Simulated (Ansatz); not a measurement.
# Si7O16: frames of a relaxation, V_Si, charge -4, atoms relaxed at the host's cell

Level of theory: PBE, collinear spin, scalar-relativistic; Ansatz, plane waves to 420 eV (PAW set soft_2), k-mesh 2×2×2 shifted by half a step.

Positions in Å and forces in eV/Å; free energies count from the last frame, uniform background for the charge.

```
23
Lattice="-5.026 5.026 0.000 5.026 5.026 0.000 0.000 0.000 -7.372" Properties=species:S:1:pos:R:3:forces:R:3 pbc="T T T" step=1 dE=2.222eV
Si   -5.028    5.024   -0.123   -0.017    0.030    1.035
Si   -2.511    7.532   -3.681    0.002    0.023    0.009
Si    0.002    5.021    0.129    0.017   -0.022   -1.070
Si   -2.407    4.945   -1.843    3.058   -4.775   -2.445
Si   -0.069    2.403   -5.521   -4.540   -2.951    2.347
Si    2.408    5.090   -1.839   -2.830    4.286   -2.228
Si    0.068    7.646   -5.529    4.463    2.923    2.356
O    -1.684    3.663   -2.568   -1.222    3.110    1.536
O     0.480    1.257   -6.576    1.231   -0.148   -1.546
O     2.820    3.807   -2.762    0.356   -1.237   -0.181
O     0.469    6.284   -6.338   -0.382   -0.805   -0.505
O    -1.258    5.496   -0.793    0.133    1.224    1.527
O     1.209    2.813   -4.592    1.232    0.358    0.178
O     3.768    5.502   -1.034    0.845   -0.411    0.533
O     1.330    8.369   -4.800   -2.773   -1.074   -1.405
O    -3.767    4.551   -1.028   -0.797    0.381    0.492
O    -1.336    1.680   -4.796    2.822    1.093   -1.393
O     1.266    4.538   -0.783   -0.160   -1.240    1.596
O    -1.204    7.235   -4.592   -1.235   -0.377    0.159
O    -2.814    6.220   -2.777   -0.352    1.218   -0.172
O    -0.470    3.763   -6.332    0.384    0.827   -0.504
O     1.684    6.344   -2.559    0.956   -2.554    1.196
O    -0.490    8.787   -6.584   -1.192    0.120   -1.513
```

```
23
Lattice="-5.026 5.026 0.000 5.026 5.026 0.000 0.000 0.000 -7.372" Properties=species:S:1:pos:R:3:forces:R:3 pbc="T T T" step=3 dE=0.112eV
Si   -5.027    5.022   -0.273   -0.002   -0.001    0.042
Si   -2.513    7.531   -3.682    0.003    0.004    0.005
Si    0.001    5.022    0.280    0.003   -0.002   -0.042
Si   -2.220    4.912   -1.802   -0.113    0.233    0.220
Si   -0.104    2.216   -5.562    0.225    0.110   -0.216
Si    2.221    5.122   -1.803    0.111   -0.217    0.216
Si    0.104    7.829   -5.563   -0.223   -0.109   -0.212
O    -1.407    3.786   -2.464    0.129   -0.182   -0.068
O     0.545    1.322   -6.848   -0.083    0.019    0.052
O     2.635    3.790   -2.714   -0.070    0.044   -0.006
O     0.464    6.324   -6.220    0.028   -0.040    0.111
O    -1.324    5.566   -0.520   -0.019   -0.082   -0.048
O     1.225    2.628   -4.645   -0.045   -0.067    0.005
O     3.726    5.487   -1.148    0.032    0.024   -0.114
O     1.229    8.643   -4.898    0.170    0.123    0.063
O    -3.725    4.555   -1.144   -0.036   -0.028   -0.115
O    -1.227    1.400   -4.896   -0.173   -0.121    0.064
O     1.329    4.476   -0.514    0.011    0.083   -0.054
O    -1.223    7.414   -4.644    0.046    0.067   -0.001
O    -2.632    6.239   -2.724    0.063   -0.044   -0.005
O    -0.465    3.721   -6.218   -0.026    0.034    0.115
O     1.403    6.241   -2.473   -0.117    0.166   -0.062
O    -0.548    8.723   -6.846    0.087   -0.014    0.049
```

```
23
Lattice="-5.026 5.026 0.000 5.026 5.026 0.000 0.000 0.000 -7.372" Properties=species:S:1:pos:R:3:forces:R:3 pbc="T T T" step=8 dE=0.000eV
Si   -5.025    5.024   -0.434    0.000    0.000    0.012
Si   -2.513    7.528   -3.682    0.001    0.002    0.002
Si    0.001    5.024    0.442   -0.001    0.000   -0.016
Si   -2.105    4.902   -1.775   -0.004    0.013    0.015
Si   -0.115    2.105   -5.590    0.012    0.006   -0.011
Si    2.110    5.129   -1.776    0.003   -0.011    0.011
Si    0.111    7.942   -5.588   -0.010   -0.005   -0.010
O    -1.316    3.699   -2.339    0.002   -0.008   -0.004
O     0.453    1.343   -6.987   -0.007    0.007    0.010
O     2.236    3.761   -2.713    0.003    0.003   -0.007
O     0.350    6.337   -6.026   -0.009   -0.014    0.000
O    -1.343    5.475   -0.381   -0.008   -0.006   -0.010
O     1.240    2.226   -4.633   -0.002    0.002    0.009
O     3.715    5.374   -1.339    0.013   -0.009   -0.001
O     1.305    8.735   -5.009    0.007    0.002    0.003
O    -3.712    4.672   -1.338   -0.012    0.010   -0.002
O    -1.314    1.312   -5.021   -0.007   -0.001    0.004
O     1.349    4.575   -0.375    0.008    0.007   -0.010
O    -1.251    7.819   -4.643    0.000   -0.003    0.008
O    -2.224    6.253   -2.738   -0.003   -0.004   -0.013
O    -0.351    3.711   -6.027    0.009    0.012    0.001
O     1.315    6.317   -2.363   -0.002    0.008   -0.003
O    -0.448    8.704   -6.987    0.007   -0.008    0.012
```

Caveats: a moment set at the start was lost.
